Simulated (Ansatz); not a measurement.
HfC:

```
Hf C
1.0
     0.00000    2.32500    2.32500
     2.32500    0.00000    2.32500
     2.32500    2.32500    0.00000
Hf C
1 1
Direct
  0.50000 0.50000 0.50000
  0.00000 0.00000 0.00000
```

Base run:

| Property | Result |
| --- | --- |
| Program | Ansatz 0.2.0 |
| Functional | PBEsol |
| Potentials or basis | Ansatz PAW |
| Cutoff | 420 eV (not typed: the program's choice for these potentials) |
| k mesh | 10 × 10 × 10 |
| Occupations | fermi-dirac, width 0.05 eV |
| Spin | no spin polarisation |

Its results: band gap on the k mesh none (metal or under the smearing width); pressure -6.5 GPa.

Question: The run is repeated on the same cell with these changes: spin from no spin polarisation to spin-orbit coupling, no magnetisation; potential files from those of the base run to others of the same set. What comes out?

Answer: Band gap on the k mesh none (metal or under the smearing width); pressure -7.2 GPa.

Caveats: the PAW data sets come from PBE, with cores solved anew for the run's functional, which leaves a small shift of forces and pressure; spin-orbit coupling is left out, which moves the levels of the heavy elements (some runs).
